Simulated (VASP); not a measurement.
# SnSe (Fm-3m) in VASP: further runs

One crystal, SnSe, is run at these levels: HSE06, PBE0; tasks: band structure.

Everything below comes from runs of VASP 6.6.1. Logs are shortened: lines on timing, memory, paths and dates and some standing lists are left out, and cuts for length are marked.

## (1) The crystal as given

The structure is cubic, space group Fm-3m (No. 225). The conventional cell has a = 5.952 Å, b = 5.952 Å, c = 5.952 Å, α = 90.00°, β = 90.00°, γ = 90.00°. Around Sn (site symmetry m-3m) lie 6 Se at 2.98 Å. Around Se (site symmetry m-3m) lie 6 Sn at 2.98 Å.

The cell was built by a generator and needn't be a form met in nature.

## (2) Band structure, HSE06

Input file POSCAR:

```
SnSe                                    
1.0
    0.0000000000      2.9758393136      2.9758393136
    2.9758393136      0.0000000000      2.9758393136
    2.9758393136      2.9758393136      0.0000000000
  Sn              Se            
     1     1
Direct
     0.0000000000000000    0.0000000000000000    0.0000000000000000
     0.5000000000000000    0.5000000000000000    0.5000000000000000
```

Input file INCAR.step1:

```
PREC = Accurate ; ENCUT = 520
EDIFF = 1E-5 ; ISMEAR = 0
SIGMA = 0.03 ; LREAL = False
LASPH = True ; NELM = 80
ALGO = Normal ; ISIF = 2
LWAVE = True ; LCHARG = False
NBANDS = 17 ; KPAR = 2
GGA = PE
```

Input file INCAR.step2:

```
PREC = Accurate ; ENCUT = 520
EDIFF = 1E-6 ; ISMEAR = 0
SIGMA = 0.03 ; LREAL = False
LASPH = True ; NELM = 80
ALGO = Normal ; ISIF = 2
LWAVE = False ; LCHARG = False
GGA = PE ; LHFCALC = True
HFSCREEN = 0.2 ; PRECFOCK = Fast
NBANDS = 17 ; KPAR = 2
ISTART = 1
```

Input file KPOINTS:

```
regular mesh
0
Gamma
  6 6 6
```

Input file KPOINTS_OPT:

```
explicit points
9
Reciprocal
 0.0000000000  0.0000000000  0.0000000000 1
 0.3750000000  0.3750000000  0.7500000000 1
 0.5000000000  0.5000000000  0.5000000000 1
 0.6250000000  0.2500000000  0.6250000000 1
 0.5000000000  0.2500000000  0.7500000000 1
 0.5000000000  0.0000000000  0.5000000000 1
 0.4000000000  0.0000000000  0.4000000000 1
 0.4250000000  0.0000000000  0.4250000000 1
 0.4500000000  0.0000000000  0.4500000000 1
```

Potentials or basis: VASP PAW PBE potentials, release 64 (Sn_d, Se).

Command:

```console
$ cat potpaw_PBE.64/Sn_d/POTCAR potpaw_PBE.64/Se/POTCAR > POTCAR
$ cp INCAR.step1 INCAR
$ mpirun -np 2 vasp_std > vasp.out
$ cp INCAR.step2 INCAR
$ mpirun -np 2 vasp_std > vasp.out
```

OUTCAR:

```text
PREC = Accurate
   ENCUT = 520
   EDIFF = 1E-6
   ISMEAR = 0
   LREAL = False
   LASPH = True
   NELM = 80
   ISIF = 2
   GGA = PE
   LHFCALC = True
   HFSCREEN = 0.2
   PRECFOCK = Fast
   ISTART = 1

 ion  position               nearest neighbor table
   1  0.000  0.000  0.000-   2 2.98   2 2.98   2 2.98   2 2.98   2 2.98   2 2.98
   2  0.500  0.500  0.500-   1 2.98   1 2.98   1 2.98   1 2.98   1 2.98   1 2.98

  LATTYP: Found a face centered cubic cell.
 ALAT       =     5.9516786272

  Lattice vectors:

 A1 = (   0.0000000000,   2.9758393136,   2.9758393136)
 A2 = (   2.9758393136,   0.0000000000,   2.9758393136)
 A3 = (   2.9758393136,   2.9758393136,   0.0000000000)

Analysis of symmetry for initial positions (statically):
=====================================================================
 Subroutine PRICEL returns:
 Original cell was already a primitive cell.

 Routine SETGRP: Setting up the symmetry group for a
 face centered cubic supercell.

 Subroutine GETGRP returns: Found 48 space group operations
 (whereof 48 operations were pure point group operations)
 out of a pool of 48 trial point group operations.

The static configuration has the point symmetry O_h .

Analysis of symmetry for dynamics (positions and initial velocities):
=====================================================================
 Subroutine PRICEL returns:
 Original cell was already a primitive cell.

 Routine SETGRP: Setting up the symmetry group for a
 face centered cubic supercell.

 Subroutine GETGRP returns: Found 48 space group operations
 (whereof 48 operations were pure point group operations)
 out of a pool of 48 trial point group operations.

The dynamic configuration has the point symmetry O_h .

 Subroutine INISYM returns: Found 48 space group operations
 (whereof 48 operations are pure point group operations),
 and found     1 'primitive' translations

----------------------------------------------------------------------------------------

                                     Primitive cell

  volume of cell :      52.7058

  direct lattice vectors                    reciprocal lattice vectors
     0.000000000  2.975839314  2.975839314    -0.168019825  0.168019825  0.168019825
     2.975839314  0.000000000  2.975839314     0.168019825 -0.168019825  0.168019825
     2.975839314  2.975839314  0.000000000     0.168019825  0.168019825 -0.168019825

  length of vectors
     4.208472317  4.208472317  4.208472317     0.291018873  0.291018873  0.291018873

  position of ions in fractional coordinates (direct lattice)
     0.000000000  0.000000000  0.000000000
     0.500000000  0.500000000  0.500000000

  ion indices of the primitive-cell ions
   primitive index   ion index
                 1           1
                 2           2

----------------------------------------------------------------------------------------

 KPOINTS: regular mesh

Automatic generation of k-mesh.
 Grid dimensions read from file:
 generate k-points for:    6    6    6

 Generating k-lattice:

  Cartesian coordinates                     Fractional coordinates (reciprocal lattice)
    -0.028003304  0.028003304  0.028003304     0.166666667  0.000000000  0.000000000
     0.028003304 -0.028003304  0.028003304     0.000000000  0.166666667  0.000000000
     0.028003304  0.028003304 -0.028003304     0.000000000  0.000000000  0.166666667

  Length of vectors
     0.048503146  0.048503146  0.048503146

  Shift w.r.t. Gamma in fractional coordinates (k-lattice)
     0.000000000  0.000000000  0.000000000

 Subroutine IBZKPT returns following result:
 ===========================================

 Found     16 irreducible k-points:

 Following reciprocal coordinates:
            Coordinates               Weight
  0.000000  0.000000  0.000000      1.000000
  0.166667  0.000000  0.000000      8.000000
  0.333333  0.000000  0.000000      8.000000
  0.500000  0.000000  0.000000      4.000000
  0.166667  0.166667  0.000000      6.000000
  0.333333  0.166667  0.000000     24.000000
[... 8 lines left out ...]
 -0.333333  0.333333  0.166667     24.000000
 -0.333333  0.500000  0.166667     12.000000
   k-points           NKPTS =     16   k-points in BZ     NKDIM =    216   number of bands    NBANDS=     17
   number of dos      NEDOS =    301   number of ions     NIONS =      2
   total plane-waves  NPLWV =  32768
   dimension x,y,z NGX =    32 NGY =   32 NGZ =   32
   dimension x,y,z NGXF=    64 NGYF=   64 NGZF=   64
   ions per type =               1   1
   NGX,Y,Z   is equivalent  to a cutoff of  12.64, 12.64, 12.64 a.u.
   NGXF,Y,Z  is equivalent  to a cutoff of  25.28, 25.28, 25.28 a.u.
 SYSTEM =  unknown system
   PREC   = accura    normal or accurate (medium, high low for compatibility)
   ISTART =      1    job   : 0-new  1-cont  2-samecut
   ICHARG =      0    charge: 1-file 2-atom 10-const
   ISPIN  =      1    spin polarized calculation?
   LNONCOLLINEAR =      F non collinear calculations
   LSORBIT =      F    spin-orbit coupling
   LASPH  =      T    aspherical Exc in radial PAW
   ENCUT  =  520.0 eV  38.22 Ry    6.18 a.u.   7.82  7.82  7.82*2*pi/ulx,y,z
   NELM   =     80;   NELMIN=  2; NELMDL=  0     # of ELM steps
   EDIFF  = 0.1E-05   stopping-criterion for ELM
   LREAL  =      F    real-space projection
   EDIFFG = 0.1E-04   stopping-criterion for IOM
   NSW    =      0    number of steps for IOM
   IBRION =     -1    ionic relax: 0-MD 1-quasi-New 2-CG
   NFREE  =      0    steps in history (QN), initial steepest desc. (CG)
   ISIF   =      2    stress and relaxation
   ISYM   =      3    0-nonsym 1-usesym 2-fastsym
   POTIM  = 0.5000    time-step for ionic-motion
   TEBEG  =    0.0;   TEEND  =   0.0 temperature during run
   PSTRESS=    0.0 pullay stress
   NELECT =      20.0000    total number of electrons
   NUPDOWN=      -1.0000    fix difference up-down
   EMIN   =  10.00;   EMAX   =-10.00  energy-range for DOS
   EFERMI =   0.00;   METHOD = LEGACY
   ISMEAR =     0;   SIGMA  =   0.03  broadening in eV -4-tet -1-fermi 0-gaus
   EFERMI_NEDOS =   21; number of points for ismear=-14 and -15
   IALGO  =     38    algorithm
   IMIX   =      1    mixing-type and parameters
     AMIX     =   0.40;   BMIX     =  1.00
     AMIX_MAG =   1.60;   BMIX_MAG =  1.00
  volume/ion in A,a.u.               =      26.35       177.84
  Fermi-wavevector in a.u.,A,eV,Ry     =   1.185219  2.239740 19.112711  1.404745
  Thomas-Fermi vector in A             =   2.321417
   LORBIT       =      0    0 simple, 1 ext, 2 COOP (PROOUT), +10 PAW based schemes
   GGA     = PE    functional components
   LHFCALC =     T    Hartree Fock is set to
   PRECFOCK=fast      Normal, Fast or Accurate (Low or Medium for compatibility)
   ENCUT4O =  -1.0   cutoff for four orbital integrals eV
   NKREDX  =     1    reduce k-point grid by
   NKREDY  =     1    reduce k-point grid by
   NKREDZ  =     1    reduce k-point grid by
   AEXX    =    0.2500 exact exchange contribution
   HFSCREEN=    0.2000 screening length (either q_TF or 0.3 A-1)
   HFSCREENC=   0.2000 screening length for correlation (either q_TF or 0.3 A-1)
   ENCUTFOCK=  -1.0 apply spherical cutoff to Coloumb kernel
   IVDW    =     0    specifies the selected vdW correction
   LEPSILON=     F    determine dielectric tensor
   LRPA    =     F    only Hartree local field effects (RPA)
 non-spin polarized calculation
 Gauss-broadening in eV      SIGMA  =   0.03
  energy-cutoff  :      520.00
  volume of cell :       52.71
 maximum number of plane-waves:      1435
  NGX = 18; NGY = 18; NGZ = 18

 number of electron      20.0000007 magnetization

 Free energy of the ion-electron system (eV)
  ---------------------------------------------------
  ext. energy  EPLUGINS =         0.00000000
  ---------------------------------------------------
  free energy    TOTEN  =        -9.79850760 eV

  energy without entropy =       -9.79850760  energy(sigma->0) =       -9.79850760

 E-fermi :   6.2208     XC(G=0):  -8.1083

 val. band max:        6.0405851919   @ k =   0.5000   0.0000   0.0000
 cond. band min:       6.6072233114   @ k =   0.5000   0.0000   0.0000
 fundamental gap:      0.5666381195
 Fermi energy:         6.2207984471

 k-point     1 :       0.0000    0.0000    0.0000
  band No.  band energies     occupation
      1     -18.1239      2.00000
      2     -18.1239      2.00000
      3     -18.1165      2.00000
      4     -18.1165      2.00000
      5     -18.1165      2.00000
      6      -9.9242      2.00000
[... 9 lines left out ...]
     16      12.1605      0.00000
     17      14.5881      0.00000

 k-point     2 :       0.1667    0.0000    0.0000
  band No.  band energies     occupation
      1     -18.1262      2.00000
      2     -18.1261      2.00000
      3     -18.1159      2.00000
      4     -18.1134      2.00000
      5     -18.1134      2.00000
      6      -9.6972      2.00000
[... 9 lines left out ...]
     16      12.8570      0.00000
     17      16.5597      0.00000

 k-point     3 :       0.3333    0.0000    0.0000
  band No.  band energies     occupation
      1     -18.1315      2.00000
      2     -18.1315      2.00000
      3     -18.1148      2.00000
      4     -18.1063      2.00000
      5     -18.1063      2.00000
      6      -9.1466      2.00000
[... 9 lines left out ...]
     16      14.6313      0.00000
     17      18.7919      0.00000

 k-point     4 :       0.5000    0.0000    0.0000
  band No.  band energies     occupation
      1     -18.1343      2.00000
      2     -18.1343      2.00000
      3     -18.1142      2.00000
      4     -18.1027      2.00000
      5     -18.1027      2.00000
      6      -8.7927      2.00000
[... 9 lines left out ...]
     16      16.8666      0.00000
     17      16.8949      0.00000
[... 183 lines left out ...]
      1     -18.1443      2.00000
      2     -18.1247      2.00000
      3     -18.1163      2.00000
      4     -18.1043      2.00000
      5     -18.1018      2.00000
      6      -8.7540      2.00000
[... 9 lines left out ...]
     16      16.6393      0.00000
     17      17.2251      0.00000

 k-point    15 :      -0.3333    0.3333    0.1667
  band No.  band energies     occupation
      1     -18.1458      2.00000
      2     -18.1265      2.00000
      3     -18.1107      2.00000
      4     -18.1088      2.00000
      5     -18.0990      2.00000
      6      -8.5104      2.00000
[... 9 lines left out ...]
     16      18.1727      0.00000
     17      18.2205      0.00000

 k-point    16 :      -0.3333    0.5000    0.1667
  band No.  band energies     occupation
      1     -18.1534      2.00000
      2     -18.1214      2.00000
      3     -18.1175      2.00000
      4     -18.1036      2.00000
      5     -18.0964      2.00000
      6      -8.4157      2.00000
[... 9 lines left out ...]
     16      18.0229      0.00000
     17      19.5164      0.00000

------------------------ aborting loop because EDIFF is reached ----------------------------------------

  FORCE on cell =-STRESS in cart. coord.  units (eV):
  Direction    XX          YY          ZZ          XY          YZ          ZX
  --------------------------------------------------------------------------------------
  -------------------------------------------------------------------------------------
  Total        0.4000102      0.4000102      0.4000102      0.0000000      0.0000000      0.0000000
  in kB       12.1597114     12.1597114     12.1597114      0.0000000      0.0000000      0.0000000
  external PRESSURE =      12.1597114 kB  Pullay stress =       0.0000000 kB

 VOLUME and BASIS-vectors are now :
 -----------------------------------------------------------------------------
  energy-cutoff  :      520.00
  volume of cell :       52.71
      direct lattice vectors                 reciprocal lattice vectors
     0.000000000  2.975839314  2.975839314    -0.168019825  0.168019825  0.168019825
     2.975839314  0.000000000  2.975839314     0.168019825 -0.168019825  0.168019825
     2.975839314  2.975839314  0.000000000     0.168019825  0.168019825 -0.168019825

 POSITION                                       TOTAL-FORCE (eV/Angst)
 -----------------------------------------------------------------------------------
      0.00000      0.00000      0.00000         0.000000      0.000000      0.000000
      2.97584      2.97584      2.97584        -0.000000      0.000000     -0.000000
 -----------------------------------------------------------------------------------
    total drift:                               -0.000001     -0.000001     -0.000001

  FREE ENERGIE OF THE ION-ELECTRON SYSTEM (eV)
  ---------------------------------------------------
  free  energy   TOTEN  =        -9.7985076011 eV

  energy  without entropy=       -9.7985076011  energy(sigma->0) =       -9.79850760
```

It took 18 min on 2 MPI ranks of Intel Xeon Platinum 8559C (Emerald Rapids), shared host; peak memory 0.3 GiB.

Results:

```yaml
Free_energy: -9.7985 eV
Pressure: 1.2 GPa
Band_gap_on_the_k_mesh: 0.57 eV, direct
Band_gap_along_the_path: 0.57 eV, direct
```

Caveat: the PAW data sets were made with another functional, which shifts forces and pressure a little; spin-orbit coupling is left out, which moves the levels of the heavy elements.

(Continued in part 2 of 2.)
